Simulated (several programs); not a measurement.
ZrS2 in the CdI2-type structure, relaxed with r2SCAN+rVV10 in Ansatz, was computed with several methods. Space group P-3m1 (No. 164), trigonal; a = 3.674 Å, c = 5.857 Å in the conventional setting, 22.83 Å³ an atom. Zr is surrounded by 6 S at 2.57 Å; S is surrounded by 3 Zr at 2.57 Å. No spin polarisation and no zero-point or thermal motion.

```cif
data_structure
_symmetry_space_group_name_H-M 'P 1'
_symmetry_Int_Tables_number 1
_cell_length_a 3.6744
_cell_length_b 3.6744
_cell_length_c 5.8569
_cell_angle_alpha 90.000
_cell_angle_beta 90.000
_cell_angle_gamma 120.000
_cell_volume 68.48
loop_
_atom_site_label
_atom_site_type_symbol
_atom_site_fract_x
_atom_site_fract_y
_atom_site_fract_z
_atom_site_occupancy
Zr1 Zr 0.00000 0.00000 0.00000 1
S1 S 0.33333 0.66667 0.24623 1
S2 S 0.66667 0.33333 0.75377 1
```

Gaps and times are for a single point on this cell; volume and bulk modulus come from each method's own relaxation or energy curve at fixed shape, which is too stiff where a cell has free coordinates or axes. Times are rough, from shared hosts (Arm Neoverse N1; Arm Neoverse V1; NVIDIA H100 80GB HBM3), and each method has its own mesh and cell size. A double dagger marks a value from a curve with shape and coordinates held. A star marks a curve whose lowest point is an end point. PM7 (MOPAC), GFN1-xTB (tblite), GFN2-xTB (tblite) treat a cluster of cells at its zone centre, which samples few k points: where these miss a band edge, the gap comes out too large for that reason alone. Gaps from k meshes are read at a limited set of points (mesh, symmetry points, PBE's band edges), so each method's own least gap may be somewhat smaller. xTB and the PM methods were fitted mostly to molecules, and can miss a solid's gap by electronvolts. Minimal bases can be far off for gaps. Times of the plane-wave ladder aren't listed, since it ran on unlike processors and cards. Curves at held shape can't give the bulk modulus of a layered or molecular crystal, so none is listed. GLLB-SC's gap includes the derivative discontinuity. G0W0 is at finite bands, cutoff and mesh. d marks a direct gap, i an indirect one (no mark: not told apart), a dash a value that wasn't computed or didn't pass its checks.

| method | kind | gap (eV) | own volume (Å³/atom) | bulk modulus (GPa) | atoms computed | processor time |
| --- | --- | --- | --- | --- | --- | --- |
| PBE-D3(BJ) | semilocal | – | 21.85 | – | 3 | – |
| r2SCAN+rVV10 | semilocal | – | 22.83 | – | 3 | – |
| PBE-D4 | semilocal | – | 22.36 | – | 3 | – |
| light PBE (260 eV and a coarse mesh) | light plane-wave | 0.86 i | – | – | 3 | 1.6 s |
| LDA | semilocal | 0.76 i | – | – | 3 | – |
| GFN1-xTB (tblite) | tight binding | 0.70 | 22.49‡ | – | cluster | 6 s |
| PBE | semilocal | 0.88 i | – | – | 3 | – |
| GFN2-xTB (tblite) | tight binding | 0.67 | 25.34*‡ | – | cluster | 8.5 s |
| PBE/SZV (CP2K) | small basis | 0.53 i | 21.09‡ | – | 3 | 16 s |
| r2SCAN | semilocal | 1.18 i | – | – | 3 | – |
| G0W0@r2SCAN (180 eV screening cutoff) | many-body | 1.90 | – | – | 3 | – |
| PBE+SOC | semilocal | 0.87 i | – | – | 3 | – |
| PBE/DZVP (CP2K) | small basis | 0.84 i | 22.95‡ | – | 3 | 41 s |
| GLLB-SC (GPAW) | model potential | 1.97 | – | – | 3 | 59 s |
| G0W0@PBE0 (180 eV screening cutoff) | many-body | 2.28 | – | – | 3 | – |
| PBE/single zeta (GPAW) | small basis | 0.81 i | – | – | 3 | 70 s |
| PM7 (MOPAC) | semi-empirical | 5.26 | – | – | cluster | 73 s |
| G0W0@PBE (260 eV screening cutoff) | many-body | 1.80 | – | – | 3 | – |
| LC-ωPBE | hybrid | 6.34 i | – | – | 3 | – |
| G0W0@HSE06 (180 eV screening cutoff) | many-body | 2.08 | – | – | 3 | – |
| HSE06 | hybrid | 1.67 i | – | – | 3 | – |
| PBE0 | hybrid | 2.35 i | – | – | 3 | – |
| G0W0@LDA (140 eV screening cutoff) | many-body | 1.71 | – | – | 3 | – |
| r2SCAN0 | hybrid | 2.57 i | – | – | 3 | – |
| DDH-PBE0 | hybrid | 1.49 i | – | – | 3 | – |
| HSE06+SOC | hybrid | 1.66 i | – | – | 3 | – |

Q: How far from the measured values lie the methods that can be set against them?

A:
- Band gap, measured 1.68 eV: light PBE (260 eV and a coarse mesh) -0.82 eV, LDA -0.92 eV, GFN1-xTB (tblite) -0.98 eV, PBE -0.80 eV, GFN2-xTB (tblite) -1.01 eV, PBE/SZV (CP2K) -1.15 eV, r2SCAN -0.50 eV, G0W0@r2SCAN (180 eV screening cutoff) +0.22 eV, PBE+SOC -0.81 eV, PBE/DZVP (CP2K) -0.84 eV, GLLB-SC (GPAW) +0.29 eV, G0W0@PBE0 (180 eV screening cutoff) +0.60 eV, PBE/single zeta (GPAW) -0.87 eV, PM7 (MOPAC) +3.58 eV, G0W0@PBE (260 eV screening cutoff) +0.12 eV, LC-ωPBE +4.66 eV, G0W0@HSE06 (180 eV screening cutoff) +0.40 eV, HSE06 -0.01 eV, PBE0 +0.67 eV, G0W0@LDA (140 eV screening cutoff) +0.03 eV, r2SCAN0 +0.89 eV, DDH-PBE0 -0.19 eV, HSE06+SOC -0.02 eV.
- Volume, measured 22.55 Å³ an atom: PBE-D3(BJ) -3.1 %, r2SCAN+rVV10 +1.2 %, PBE-D4 -0.8 %.
The calculations are for a static lattice; samples hold vibrations, temperature and, in optical gaps, excitons. A measured value is shown where most reports agree with it, and only for the quantities listed. Sources: 1.68 eV (fundamental indirect gap, quoted from earlier experiment; “Stress-Tuned Optical Transitions in Layered 1T-MX2 (M= Hf, Zr, Sn; X= S, Se) Crystals”; Literature value; other experiments cited in the same table give 1.70 and 1.78 eV.; 2022; arxiv:2210.12074); 22.55 Å³ an atom (from the lattice constants; a; “High temperature equilibrium of 3D and 2D chalcogenide perovskites”; Literature value quoted for comparison; measurement temperature not given; 2022; arxiv:2212.01429).

Only the rows marked +SOC include spin-orbit coupling.
